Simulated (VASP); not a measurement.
# Ge: convergence, relaxation of the cell

Ge, P1 (no. 1), 4 atoms in the cell. PBE, relaxation of the cell; PAW potentials Ge_d (PBE set). VASP 6.6.1.

Wanted: cell lengths a, b, c within 0.2 %; volume within 0.4 %.

The series start from Relaxations run in a row: 2; Cutoff ENCUT (eV): 400; Force threshold EDIFFG (eV/Å): -0.01; Relaxation method: conjugate gradient, POTIM 0.5; Precision mode: Accurate. Each series keeps the choices made before it, and each single choice may use up half of a tolerance. Times cover all steps of a run.

## Relaxations run in a row

| Relaxations run in a row | Cell lengths a, b, c, largest deviation against the largest value | Volume (Å³/atom) | Time (s) |
|---|---|---|---|
| 1 | 0 % | 23.79 | 184 |
| 2 | 0 % | 23.79 | 242 |
| 3 (reference) | 0 % | 23.79 | 212 |

Chosen: 1, the loosest value from which every tighter one stays within half of the tolerance.

## Cutoff ENCUT (eV)

| Cutoff ENCUT (eV) | Cell lengths a, b, c, largest deviation against the largest value | Volume (Å³/atom) | Time (s) |
|---|---|---|---|
| 250 | 3.3 % | 21.65 | 101 |
| 300 | 0.42 % | 23.64 | 125 |
| 350 | 0.075 % | 23.88 | 204 |
| 400 | 0.22 % | 23.79 | 184 |
| 450 | 0.14 % | 23.83 | 211 |
| 500 | 0.015 % | 23.92 | 289 |
| 550 | 0.051 % | 23.95 | 283 |
| 600 (reference) | 0 % | 23.92 | 340 |

Chosen: 500.

## Force threshold EDIFFG (eV/Å)

| Force threshold EDIFFG (eV/Å) | Cell lengths a, b, c, largest deviation against the largest value | Volume (Å³/atom) | Time (s) |
|---|---|---|---|
| -0.05 | 0.09 % | 23.89 | 79 |
| -0.02 | 0.034 % | 23.93 | 134 |
| -0.01 | 0.03 % | 23.92 | 289 |
| -0.005 | 0.0087 % | 23.91 | 312 |
| -0.002 (reference) | 0 % | 23.9 | 426 |

Chosen: -0.05.

## Relaxation method

| Relaxation method | Cell lengths a, b, c, largest deviation against the largest value | Volume (Å³/atom) | Time (s) |
|---|---|---|---|
| conjugate gradient, POTIM 0.5 | 0 % | 23.89 | 79 |
| conjugate gradient, POTIM 0.2 | 0.088 % | 23.91 | 104 |
| conjugate gradient, POTIM 1.0 | 0.061 % | 23.89 | 115 |
| quasi-Newton, POTIM 0.5 | 0.046 % | 23.92 | 69 |
| quasi-Newton, POTIM 0.5, at least 5 electronic steps | 0.046 % | 23.92 | 70 |
| velocity quench, POTIM 0.1 | 0.052 % | 23.9 | 96 |

Chosen: quasi-Newton, POTIM 0.5; it saves 10.7 s of 79, so conjugate gradient, POTIM 0.5 would do nearly as well.

## Precision mode

| Precision mode | Cell lengths a, b, c, largest deviation against the largest value | Volume (Å³/atom) | Time (s) |
|---|---|---|---|
| Accurate | 0 % | 23.92 | 69 |
| Normal | 0.0066 % | 23.92 | 38 |
| High | 0.017 % | 23.92 | 61 |

Chosen: Normal, the fastest of those that stay within half of the tolerance.

## All choices together

| Input | Cell lengths a, b, c, largest deviation against the largest value | Volume (Å³/atom) | Time (s) |
|---|---|---|---|
| EDIFF and PREC left to the program (naive) | no result | no result | 152 |
| chosen settings | 0.11 % | 23.92 | 38 |
| reference settings throughout | 0 % | 23.92 | 737 |

The tolerance is met.

Values of the reference run: Cell lengths a, b, c: 4.064, 4.064, 6.688 Å.

## The input

INCAR.step1:
```
SYSTEM = Ge
PREC = Normal
ENCUT = 500
EDIFF = 1E-7
ISMEAR = 0
SIGMA = 0.05
LREAL = .False.
LASPH = .True.
NELM = 100
ALGO = Normal
LWAVE = .False.
LCHARG = .False.
IBRION = 1
NSW = 60
ISIF = 3
EDIFFG = -0.05
POTIM = 0.5
KPAR = 8
```

INCAR.step2, as INCAR.step1 but for:
```
- IBRION = 1
- NSW = 60
- ISIF = 3
- EDIFFG = -0.05
- POTIM = 0.5
+ NSW = 0
+ ISIF = 2
```

KPOINTS:
```
k-points
0
Gamma
  6 6 3
```

POSCAR.step1:
```
Ge
1.0
    4.0928930000     -0.0117760000     -0.0050510000
   -2.0566450000      3.5741490000      0.0242870000
   -0.0083380000      0.0414830000      6.7582480000
Ge
4
Direct
    0.3401170000      0.6690430000      0.9366180000
    0.6595820000      0.3365480000      0.4372270000
    0.3312660000      0.6666370000      0.5626000000
    0.6690360000      0.3277730000      0.0635560000
```

POSCAR.step2:
```
Ge
1.0
    4.0602639232     -0.0055012596     -0.0048848464
   -2.0349359855      3.5269949649      0.0134236165
   -0.0080981377      0.0209435105      6.6867066484
Ge
4
Direct
    0.3384323791      0.6664043962      0.9370544168
    0.6618330003      0.3351802976      0.4372039730
    0.3296033663      0.6677689970      0.5627332511
    0.6701322542      0.3306473092      0.0630093591
```

Commands (each step's output is kept before the next begins):
```
cat potpaw_PBE.64/Ge_d/POTCAR > POTCAR
cp INCAR.step1 INCAR
cp POSCAR.step1 POSCAR
mpirun -np 8 vasp_std > vasp.out
cp CONTCAR POSCAR
cp INCAR.step2 INCAR
cp POSCAR.step2 POSCAR
mpirun -np 8 vasp_std > vasp.out
```

Limits: the start was distorted on purpose (volume up by 6 %, random strain, atoms moved at random), so the space group given is the start's and not the crystal's.

The chosen input took VASP 6.6.1 38 s on 8 cores (Intel Xeon Platinum 8375C @ 2.90GHz (Ice Lake)), a shared host.

## An input that fails: cell relaxed at a low cutoff

It runs to its end, but against the unchanged starting input it is off by 5 % in the cell lengths a, b, c, 14 % in the volume.

Changes against the starting input:
```
(all steps)
- PREC = Accurate
- ENCUT = 400
+ PREC = Low
+ ENCUT = 250
(POSCAR.step3)
-    4.0569954368     -0.0000607574      0.0000824514
-   -2.0285910591      3.5135356735      0.0001830558
-    0.0000805074      0.0005062426      6.6745075428
+    3.8502474238     -0.0021383480     -0.0016356744
+   -1.9270177984      3.3390742587      0.0064381632
+   -0.0027196233      0.0106897399      6.3412509905
-    0.3338579937      0.6665669196      0.9371871278
-    0.6661201164      0.3335398076      0.4371445773
-    0.3328412825      0.6667840797      0.5628591370
-    0.6671816075      0.3331101931      0.0628101580
+    0.3442759209      0.6561208383      0.9367111164
+    0.6558723429      0.3444823215      0.4366473842
+    0.3225123206      0.6777184708      0.5632892101
+    0.6773404156      0.3216793694      0.0633532893
```
